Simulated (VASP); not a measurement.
# Cu2O (Pn-3m) in VASP: band structure with PBE

Aim: the band structure of Cu2O with PBE.

Everything below comes from runs of VASP 6.6.1. Logs are shortened: lines on timing, memory, paths and dates and some standing lists are left out, and cuts for length are marked.

**Experimental background.**

From “Importance of surface oxygen vacancies for ultrafast hot carrier relaxation and transport in Cu2O”, 2021, arxiv:2103.03167, for a bulk crystal of Cu2O: band gap 2.17 eV (direct).

The runs below are set against these values where they give the same quantity.

## (1) The crystal as given

The structure is cubic, space group Pn-3m (No. 224). The conventional cell has a = 4.306 Å, b = 4.306 Å, c = 4.306 Å, α = 90.00°, β = 90.00°, γ = 90.00°. Around Cu (site symmetry -3m) lie 2 O at 1.86 Å. Around O (site symmetry -43m) lie 4 Cu at 1.86 Å.

## (2) Band structure, PBE

Contents of POSCAR:

```
Cu2O                                    
1.0
    4.3062328082      0.0000000000      0.0000000000
    0.0000000000      4.3062328082      0.0000000000
    0.0000000000      0.0000000000      4.3062328082
  Cu              O             
     4     2
Direct
     0.2500000000000000    0.2500000000000000    0.2500000000000000
     0.2500000000000000    0.7500000000000000    0.7500000000000000
     0.7500000000000000    0.7500000000000000    0.2500000000000000
     0.7500000000000000    0.2500000000000000    0.7500000000000000
     0.0000000000000000    0.0000000000000000    0.0000000000000000
     0.5000000000000000    0.5000000000000000    0.5000000000000000
```

Contents of INCAR.step1:

```
SYSTEM = Cu2O
ALGO = Normal ; EDIFF = 1E-7
ENCUT = 700 ; GGA = PE
ISIF = 2 ; ISMEAR = 0
KPAR = 4 ; LASPH = .TRUE.
LCHARG = .TRUE. ; LMAXMIX = 4
LREAL = .FALSE. ; LWAVE = .FALSE.
NELM = 100 ; PREC = Accurate
SIGMA = 0.02
```

Contents of KPOINTS.step1:

```
k-points
0
G
  8 8 8
  0 0 0
```

Contents of INCAR.step2:

```
SYSTEM = Cu2O
ALGO = Normal ; EDIFF = 1E-7
ENCUT = 700 ; GGA = PE
ICHARG = 11 ; ISIF = 2
ISMEAR = 0 ; KPAR = 4
LASPH = .TRUE. ; LCHARG = .FALSE.
LMAXMIX = 4 ; LREAL = .FALSE.
LWAVE = .FALSE. ; NELM = 100
PREC = Accurate ; SIGMA = 0.05
```

Contents of KPOINTS.step2:

```
path GXMGRX,MR
10
line-mode
reciprocal
 0.0000000000  0.0000000000  0.0000000000  G
 0.0000000000  0.5000000000  0.0000000000  X

 0.0000000000  0.5000000000  0.0000000000  X
 0.5000000000  0.5000000000  0.0000000000  M

 0.5000000000  0.5000000000  0.0000000000  M
 0.0000000000  0.0000000000  0.0000000000  G

 0.0000000000  0.0000000000  0.0000000000  G
 0.5000000000  0.5000000000  0.5000000000  R

 0.5000000000  0.5000000000  0.5000000000  R
 0.0000000000  0.5000000000  0.0000000000  X

 0.5000000000  0.5000000000  0.0000000000  M
 0.5000000000  0.5000000000  0.5000000000  R
```

Potentials or basis: VASP PAW PBE potentials, release 64 (Cu, O).

Started as:

```sh
cat potpaw_PBE.64/Cu/POTCAR potpaw_PBE.64/O/POTCAR > POTCAR
cp INCAR.step1 INCAR
cp KPOINTS.step1 KPOINTS
mpirun -np 4 vasp_std > vasp.out
cp INCAR.step2 INCAR
cp KPOINTS.step2 KPOINTS
mpirun -np 4 vasp_std > vasp.out
```

OUTCAR:

```text
SYSTEM = Cu2O
   EDIFF = 1E-7
   ENCUT = 700
   GGA = PE
   ICHARG = 11
   ISIF = 2
   ISMEAR = 0
   LASPH = .TRUE.
   LREAL = .FALSE.
   NELM = 100
   PREC = Accurate

 ion  position               nearest neighbor table
   1  0.250  0.250  0.250-   5 1.86   6 1.86
   2  0.250  0.750  0.750-   5 1.86   6 1.86
   3  0.750  0.750  0.250-   5 1.86   6 1.86
   4  0.750  0.250  0.750-   5 1.86   6 1.86
   5  0.000  0.000  0.000-   1 1.86   2 1.86   3 1.86   4 1.86
   6  0.500  0.500  0.500-   1 1.86   2 1.86   3 1.86   4 1.86

  LATTYP: Found a simple cubic cell.
 ALAT       =     4.3062328082

  Lattice vectors:

 A1 = (   4.3062328082,   0.0000000000,   0.0000000000)
 A2 = (   0.0000000000,   4.3062328082,   0.0000000000)
 A3 = (   0.0000000000,   0.0000000000,   4.3062328082)

Analysis of symmetry for initial positions (statically):
=====================================================================
 Subroutine PRICEL returns:
 Original cell was already a primitive cell.

 Routine SETGRP: Setting up the symmetry group for a
 simple cubic supercell.

 Subroutine GETGRP returns: Found 48 space group operations
 (whereof 24 operations were pure point group operations)
 out of a pool of 48 trial point group operations.

The static configuration has the point symmetry T_d .
 The point group associated with its full space group is O_h .

Analysis of symmetry for dynamics (positions and initial velocities):
=====================================================================
 Subroutine PRICEL returns:
 Original cell was already a primitive cell.

 Routine SETGRP: Setting up the symmetry group for a
 simple cubic supercell.

 Subroutine GETGRP returns: Found 48 space group operations
 (whereof 24 operations were pure point group operations)
 out of a pool of 48 trial point group operations.

The dynamic configuration has the point symmetry T_d .
 The point group associated with its full space group is O_h .

 Subroutine INISYM returns: Found 48 space group operations
 (whereof 24 operations are pure point group operations),
 and found     1 'primitive' translations

----------------------------------------------------------------------------------------

                                     Primitive cell

  volume of cell :      79.8532

  direct lattice vectors                    reciprocal lattice vectors
     4.306232808  0.000000000  0.000000000     0.232221537  0.000000000  0.000000000
     0.000000000  4.306232808  0.000000000     0.000000000  0.232221537  0.000000000
     0.000000000  0.000000000  4.306232808     0.000000000  0.000000000  0.232221537

  length of vectors
     4.306232808  4.306232808  4.306232808     0.232221537  0.232221537  0.232221537

  position of ions in fractional coordinates (direct lattice)
     0.250000000  0.250000000  0.250000000
     0.250000000  0.750000000  0.750000000
     0.750000000  0.750000000  0.250000000
     0.750000000  0.250000000  0.750000000
     0.000000000  0.000000000  0.000000000
     0.500000000  0.500000000  0.500000000

  ion indices of the primitive-cell ions
   primitive index   ion index
                 1           1
                 2           2
                 3           3
                 4           4
                 5           5
                 6           6

----------------------------------------------------------------------------------------

 KPOINTS: path GXMGRX,MR

Interpolating k-points between supplied coordinates.

 Line segments in fractional coordinates (reciprocal lattice):
    0.000000  0.000000  0.000000  ...  0.000000  0.500000  0.000000
    0.000000  0.500000  0.000000  ...  0.500000  0.500000  0.000000
    0.500000  0.500000  0.000000  ...  0.000000  0.000000  0.000000
    0.000000  0.000000  0.000000  ...  0.500000  0.500000  0.500000
    0.500000  0.500000  0.500000  ...  0.000000  0.500000  0.000000
    0.500000  0.500000  0.000000  ...  0.500000  0.500000  0.500000

 Generated    10 points on each line segment, for a total of     60 k-points:

 Following reciprocal coordinates:
            Coordinates               Weight
  0.000000  0.000000  0.000000      0.016667
  0.000000  0.055556  0.000000      0.016667
  0.000000  0.111111  0.000000      0.016667
  0.000000  0.166667  0.000000      0.016667
  0.000000  0.222222  0.000000      0.016667
  0.000000  0.277778  0.000000      0.016667
[... 16 lines left out ...]
  0.388889  0.388889  0.000000      0.016667
  0.333333  0.333333  0.000000      0.016667
 [... further k-points ...]
   k-points           NKPTS =     60   k-points in BZ     NKDIM =     60   number of bands    NBANDS=     33
   number of dos      NEDOS =    301   number of ions     NIONS =      6
   total plane-waves  NPLWV =  64000
   dimension x,y,z NGX =    40 NGY =   40 NGZ =   40
   dimension x,y,z NGXF=    80 NGYF=   80 NGZF=   80
   ions per type =               4   2
   NGX,Y,Z   is equivalent  to a cutoff of  15.44, 15.44, 15.44 a.u.
   NGXF,Y,Z  is equivalent  to a cutoff of  30.88, 30.88, 30.88 a.u.
 SYSTEM =  Cu2O
   PREC   = accura    normal or accurate (medium, high low for compatibility)
   ISTART =      0    job   : 0-new  1-cont  2-samecut
   ICHARG =     11    charge: 1-file 2-atom 10-const
   ISPIN  =      1    spin polarized calculation?
   LNONCOLLINEAR =      F non collinear calculations
   LSORBIT =      F    spin-orbit coupling
   LASPH  =      T    aspherical Exc in radial PAW
   ENCUT  =  700.0 eV  51.45 Ry    7.17 a.u.   9.29  9.29  9.29*2*pi/ulx,y,z
   NELM   =    100;   NELMIN=  2; NELMDL=  0     # of ELM steps
   EDIFF  = 0.1E-06   stopping-criterion for ELM
   LREAL  =      F    real-space projection
   EDIFFG = 0.1E-05   stopping-criterion for IOM
   NSW    =      0    number of steps for IOM
   IBRION =     -1    ionic relax: 0-MD 1-quasi-New 2-CG
   NFREE  =      0    steps in history (QN), initial steepest desc. (CG)
   ISIF   =      2    stress and relaxation
   ISYM   =      2    0-nonsym 1-usesym 2-fastsym
   POTIM  = 0.5000    time-step for ionic-motion
   TEBEG  =    0.0;   TEEND  =   0.0 temperature during run
   PSTRESS=    0.0 pullay stress
   NELECT =      56.0000    total number of electrons
   NUPDOWN=      -1.0000    fix difference up-down
   EMIN   =  10.00;   EMAX   =-10.00  energy-range for DOS
   EFERMI =   0.00;   METHOD = LEGACY
   ISMEAR =     0;   SIGMA  =   0.05  broadening in eV -4-tet -1-fermi 0-gaus
   EFERMI_NEDOS =   21; number of points for ismear=-14 and -15
   IALGO  =     38    algorithm
   IMIX   =      4    mixing-type and parameters
     AMIX     =   0.40;   BMIX     =  1.00
     AMIX_MAG =   1.60;   BMIX_MAG =  1.00
  volume/ion in A,a.u.               =      13.31        89.81
  Fermi-wavevector in a.u.,A,eV,Ry     =   1.454476  2.748562 28.783145  2.115501
  Thomas-Fermi vector in A             =   2.571623
   LORBIT       =      0    0 simple, 1 ext, 2 COOP (PROOUT), +10 PAW based schemes
   GGA     = PE    functional components
   LHFCALC =     F    Hartree Fock is set to
   AEXX    =    0.0000 exact exchange contribution
   IVDW    =     0    specifies the selected vdW correction
   LEPSILON=     F    determine dielectric tensor
   LRPA    =     F    only Hartree local field effects (RPA)
 non-spin polarized calculation
 Gauss-broadening in eV      SIGMA  =   0.05
  energy-cutoff  :      700.00
  volume of cell :       79.85
 maximum number of plane-waves:      3407
 NGX is ok and might be reduce to    40

 number of electron      55.9999991 magnetization

 Free energy of the ion-electron system (eV)
  ---------------------------------------------------
  ext. energy  EPLUGINS =         0.00000000
  ---------------------------------------------------
  free energy    TOTEN  =       -26.77156286 eV

  energy without entropy =      -26.77156286  energy(sigma->0) =      -26.77156286

 E-fermi :   4.6328     XC(G=0): -10.8716

 val. band max:        4.4138134552   @ k =   0.0000   0.0000   0.0000
 cond. band min:       4.8825974515   @ k =   0.0000   0.0000   0.0000
 fundamental gap:      0.4687839963
 Fermi energy:         4.6327857563

 k-point     1 :       0.0000    0.0000    0.0000
  band No.  band energies     occupation
      1     -15.4806      2.00000
      2     -14.8030      2.00000
      3      -2.5590      2.00000
      4      -2.5590      2.00000
      5      -2.5590      2.00000
      6      -0.2474      2.00000
[... 25 lines left out ...]
     32      12.1689      0.00000
     33      12.1689      0.00000

 k-point     2 :       0.0000    0.0556    0.0000
  band No.  band energies     occupation
      1     -15.4754      2.00000
      2     -14.8080      2.00000
      3      -2.5519      2.00000
      4      -2.5478      2.00000
      5      -2.5478      2.00000
      6      -0.4051      2.00000
[... 25 lines left out ...]
     32      12.0961      0.00000
     33      12.1541      0.00000

 k-point     3 :       0.0000    0.1111    0.0000
  band No.  band energies     occupation
      1     -15.4598      2.00000
      2     -14.8229      2.00000
      3      -2.5305      2.00000
      4      -2.5146      2.00000
      5      -2.5146      2.00000
      6      -0.5941      2.00000
[... 25 lines left out ...]
     32      11.9111      0.00000
     33      12.1115      0.00000

 k-point     4 :       0.0000    0.1667    0.0000
  band No.  band energies     occupation
      1     -15.4344      2.00000
      2     -14.8472      2.00000
      3      -2.4945      2.00000
      4      -2.4605      2.00000
      5      -2.4605      2.00000
      6      -0.7957      2.00000
[... 673 lines left out ...]
     32       8.2422      0.00000
     33      11.1791      0.00000

 k-point    23 :       0.3889    0.3889    0.0000
  band No.  band energies     occupation
      1     -15.1620      2.00000
      2     -15.0822      2.00000
      3      -2.6680      2.00000
      4      -2.5280      2.00000
      5      -1.6516      2.00000
      6      -1.4995      2.00000
[... 25 lines left out ...]
     32       8.3976      0.00000
     33      11.2956      0.00000

 k-point    24 :       0.3333    0.3333    0.0000
  band No.  band energies     occupation
      1     -15.2119      2.00000
      2     -15.0415      2.00000
      3      -2.6474      2.00000
      4      -2.3613      2.00000
      5      -1.7346      2.00000
      6      -1.5527      2.00000
[... 25 lines left out ...]
     32       8.7788      0.00000
     33      11.0279      0.00000

 [... further k-points ...]

------------------------ aborting loop because EDIFF is reached ----------------------------------------

  FORCE on cell =-STRESS in cart. coord.  units (eV):
  Direction    XX          YY          ZZ          XY          YZ          ZX
  --------------------------------------------------------------------------------------
  -------------------------------------------------------------------------------------
  Total       16.5800994     16.5800994     16.5800994     -0.0000000      0.0000000     -0.0000000
  in kB      332.6635341    332.6635341    332.6635341     -0.0000000      0.0000000     -0.0000000
  external PRESSURE =     332.6635341 kB  Pullay stress =       0.0000000 kB

 VOLUME and BASIS-vectors are now :
 -----------------------------------------------------------------------------
  energy-cutoff  :      700.00
  volume of cell :       79.85
      direct lattice vectors                 reciprocal lattice vectors
     4.306232808  0.000000000  0.000000000     0.232221537  0.000000000  0.000000000
     0.000000000  4.306232808  0.000000000     0.000000000  0.232221537  0.000000000
     0.000000000  0.000000000  4.306232808     0.000000000  0.000000000  0.232221537

 POSITION                                       TOTAL-FORCE (eV/Angst)
 -----------------------------------------------------------------------------------
      1.07656      1.07656      1.07656         0.000000      0.000000      0.000000
      1.07656      3.22967      3.22967        -0.000000     -0.000000     -0.000000
      3.22967      3.22967      1.07656        -0.000000     -0.000000     -0.000000
      3.22967      1.07656      3.22967        -0.000000      0.000000     -0.000000
      0.00000      0.00000      0.00000         0.000000     -0.000000      0.000000
      2.15312      2.15312      2.15312        -0.000000      0.000000     -0.000000
 -----------------------------------------------------------------------------------
    total drift:                                0.000000      0.000000     -0.000000

  FREE ENERGIE OF THE ION-ELECTRON SYSTEM (eV)
  ---------------------------------------------------
  free  energy   TOTEN  =       -26.7715628590 eV

  energy  without entropy=      -26.7715628590  energy(sigma->0) =      -26.77156286
```

Run time: 2.8 min. Hardware: 4 MPI ranks of AMD EPYC 7R43 (Zen 3), shared host; peak memory 0.31 GiB.

What came out:

```
Band gap on the k mesh  : 0.47 eV, direct
Band gap along the path : 0.47 eV, direct
```

Levels at the corners of the path, in eV from the valence-band top:
```tsv
point	band 24	band 25	band 26	band 27	band 28	band 29	band 30	band 31	band 32	band 33
Γ	-1.50	-1.50	0.00	0.00	0.00	0.47	1.36	1.36	7.76	7.76
X	-1.61	-1.14	-1.14	-0.37	-0.37	2.19	2.19	4.26	4.26	7.30
X	-1.61	-1.14	-1.14	-0.37	-0.37	2.19	2.19	4.26	4.26	7.48
M	-1.40	-1.15	-1.15	-0.62	-0.62	1.91	1.91	3.80	3.80	6.73
M	-1.40	-1.15	-1.15	-0.62	-0.62	1.91	1.91	3.80	3.80	6.73
Γ	-1.50	-1.50	0.00	0.00	0.00	0.47	1.36	1.36	7.76	7.76
Γ	-1.50	-1.50	0.00	0.00	0.00	0.47	1.36	1.36	7.76	7.76
R	-1.55	-0.96	-0.54	-0.54	-0.54	2.51	2.51	2.51	4.78	4.78
R	-1.55	-0.96	-0.54	-0.54	-0.54	2.51	2.51	2.51	4.78	4.78
X	-1.61	-1.14	-1.14	-0.37	-0.37	2.19	2.19	4.26	4.26	7.28
M	-1.40	-1.15	-1.15	-0.62	-0.62	1.91	1.91	3.80	3.80	6.73
R	-1.55	-0.96	-0.54	-0.54	-0.54	2.51	2.51	2.51	4.78	4.78
```

Caveat: the log is that of the step along the path at fixed density, whose energy, stress, charges and moments have no meaning.

## (3) Against experiment

Step 2. A measured gap of Cu2O is 2.17 eV (direct; quoted in “Importance of surface oxygen vacancies for ultrafast hot carrier relaxation and transport in Cu2O”, 2021, arxiv:2103.03167); the calculated 0.47 eV misses it by -1.70 eV. So large a miss can be the level of theory's own, or it may mean another phase, state or a wrong row. The value is that of PBE, without temperature or zero-point motion. Semilocal functionals fall short of measured gaps as a rule.
